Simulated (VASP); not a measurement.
The system is C.

```
C
1.0
    -1.17467    1.17467    1.17467
     1.17467   -1.17467    1.17467
     1.17467    1.17467   -1.17467
C
1
Direct
  0.00000 0.00000 0.00000
```

The cell was built by a generator and needn't be a form met in nature.

```yaml
Program: VASP 6.6.1
Task: relaxation of cell and atoms
Functional: PBE
Potentials_or_basis: VASP PAW PBE potentials, release 64 (C)
Cutoff: 600 eV
k_mesh: 32 × 32 × 32
Occupations: gaussian, width 0.1 eV
Spin: no spin polarisation
```

At the start: pressure 5.8 GPa; volume 6.48 Å³/atom.

Task: How do energy, volume and symmetry change on relaxing?

Result: Over 3 steps the energy falls by 3.5 meV/atom and the volume is 6.68 Å³/atom (+3.0 %); space group Im-3m (No. 229, to 0.05 Å).

Step by step:
| step | energy change (eV) | largest force (eV/Å) | pressure (GPa) | volume (Å³) |
| --- | --- | --- | --- | --- |
| 1 | 0.0000 | 0.0000 | 5.83 | 6.48 |
| 2 | -0.0034 | 0.0000 | -0.76 | 6.71 |
| 3 | -0.0035 | 0.0000 | 0.01 | 6.68 |

Final structure:
```
C
1.0
    -1.18639    1.18639    1.18639
     1.18639   -1.18639    1.18639
     1.18639    1.18639   -1.18639
C
1
Direct
  0.00000 0.00000 0.00000
```
